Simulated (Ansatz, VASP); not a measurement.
**Two plane-wave programs on K**

The input POSCAR:

```
K
1.0
    4.2820800277      0.0000000000      0.0000000000
    0.0000000000      4.2820800277      0.0000000000
    0.0000000000      0.0000000000      4.3677216282
K
1
Direct
    0.0000000000      0.0000000000      0.0000000000
```

File INCAR.step1:

```
SYSTEM = K
  PREC = Accurate
  ENCUT = 520
  ISMEAR = -1
  SIGMA = 0.02
  LREAL = .False.
  LASPH = .True.
  NELM = 100
  NBANDS = 10
  GGA = PE
  ALGO = Normal
  EDIFF = 1E-4
  LWAVE = .True.
  LCHARG = .False.
```

INCAR.step2

```
SYSTEM = K
  PREC = Accurate
  ENCUT = 520
  EDIFF = 1E-6
  ISMEAR = -1
  SIGMA = 0.02
  LREAL = .False.
  LASPH = .True.
  NELM = 100
  ALGO = Normal
  ISIF = 2
  LWAVE = .False.
  LCHARG = .False.
  METAGGA = R2SCAN
  LMIXTAU = .True.
  IVDW = 13
  VDW_S6 = 1.0
  VDW_S8 = 0.6018749
  VDW_A1 = 0.51559235
  VDW_A2 = 5.77342911
  NBANDS = 10
  ISTART = 1
```

File KPOINTS:

```
Automatic mesh
0
Gamma
  7 7 7
  0 0 0
```

Input for Ansatz:

```yaml
crystal:
  lattice:
    - [4.282080027663623, 0.0, 0.0]
    - [0.0, 4.282080027663623, 0.0]
    - [0.0, 0.0, 4.367721628216896]
  atoms:
    - { symbol: K, position: [0.0, 0.0, 0.0] }
kpoints:
  mp_grid:
    grid: [7, 7, 7]
hamiltonian:
  xc: r2scan
  dispersion: d4
  pseudopotentials:
    kind: nc
scf:
  n_extra_bands: 4
  lower_state_search: "off"
  occupations:
    method: fermi_dirac
    width: 0.02
```

This isn't the form of K at room conditions, which is bcc.

Alike in both runs: task single point; functional r2SCAN; dispersion D4; k mesh 7 × 7 × 7; occupations fermi-dirac, width 0.02 eV; no spin polarisation.

```csv
,VASP,Ansatz
version,VASP 6.6.1,Ansatz 0.2.0
potentials or method,"VASP PAW PBE potentials, release 64 (K_sv)","plane waves, norm-conserving potentials"
plane-wave cutoff (eV),520,1240
valence electrons in the cell,9,9
```

|  | VASP | Ansatz | Ansatz less VASP |
| --- | --- | --- | --- |
| dispersion energy (meV/atom) | -19.4 | -19.4 | -0.07 |
